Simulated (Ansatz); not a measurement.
Crystal: Au.

```
CELL_PARAMETERS angstrom
-1.65727 1.65727 1.65727
1.65727 -1.65727 1.65727
1.65727 1.65727 -1.65727
ATOMIC_POSITIONS crystal
Au 0.00000 0.00000 0.00000
```

This isn't the form of Au at room conditions, which is fcc.

Base run:

```yaml
Program: Ansatz 0.2.0
Functional: PBE
Potentials_or_basis: Ansatz PAW
Cutoff: "420 eV (not typed: the program's choice for these potentials)"
k_mesh: 8 × 8 × 8
Occupations: fermi-dirac, width 0.05 eV
Spin: spin-orbit coupling, no magnetisation
```

Its results: band gap on the k mesh none (metal or under the smearing width); pressure -2.9 GPa.

**Question.** The run is repeated on the same cell with these changes: functional from PBE to LDA. What comes out?

**Answer.** Band gap on the k mesh none (metal or under the smearing width); pressure -15.0 GPa.

LDA binds more tightly than PBE, so the same cell stands under less pressure.

Caveats: the PAW data sets come from PBE, with cores solved anew for the run's functional, which leaves a small shift of forces and pressure (some runs).
